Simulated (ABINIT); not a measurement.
Wanted: the native input for an ABINIT 10.8.3 (patched build) run.

| Item | Value |
| --- | --- |
| Task | single point |
| Functional | PBE |
| Potentials or basis | JTH PAW PBE v2.0 |
| Cutoff | 707 eV |
| k mesh | 10 × 10 × 10 |
| Occupations | fermi-dirac, width 0.05 eV |
| Spin | collinear spin, random start |
| Starting moments | [-3.46] μB |
| Fine-grid cutoff | 1306.15 eV |

Fe:

```
CELL_PARAMETERS angstrom
-1.44300 1.44300 1.44300
1.44300 -1.44300 1.44300
1.44300 1.44300 -1.44300
ATOMIC_POSITIONS crystal
Fe 0.00000 0.00000 0.00000
```

These files were run (other wordings do the same):

run.abi

```
pp_dirpath "./"
pseudos "Fe.GGA_PBE-JTH.xml"

acell 3*1.0 Angstrom
rprim
    -1.4430000000     1.4430000000     1.4430000000
     1.4430000000    -1.4430000000     1.4430000000
     1.4430000000     1.4430000000    -1.4430000000
ntypat 1
znucl 26
natom 1
typat 1
xred
     0.0000000000     0.0000000000     0.0000000000

ecut 26.0
pawecutdg 48.0
pawxcdev 0

kptopt 1
ngkpt 10 10 10
nshiftk 1
shiftk 0.0 0.0 0.0

ixc 11

nband 13
occopt 3
tsmear 0.00183747

nsppol 2
spinat
     0.0000000000     0.0000000000    -3.4600000000

nstep 100
tolvrs 1.0e-9

iomode 3
prtwf 0
prtden 0
prteig 0
prtebands 0
```

Potentials or basis: JTH PAW PBE v2.0.

The run is started by

```sh
$ abinit run.abi > log 2>&1
```

It gave:

```
Pressure                                              : -12.0 GPa
Band gap on the k mesh                                : none (metal or under the smearing width)
Net moment                                            : -2.17 μB per cell
Site moments                                          : Fe -2.24 μB
Valence electrons inside the program's atomic spheres : Fe 14.38 (radii [1.1194] Å)
```

Run time: 40 s on 1 thread of Arm Neoverse N1, on a shared host, peak memory 0.11 GiB.
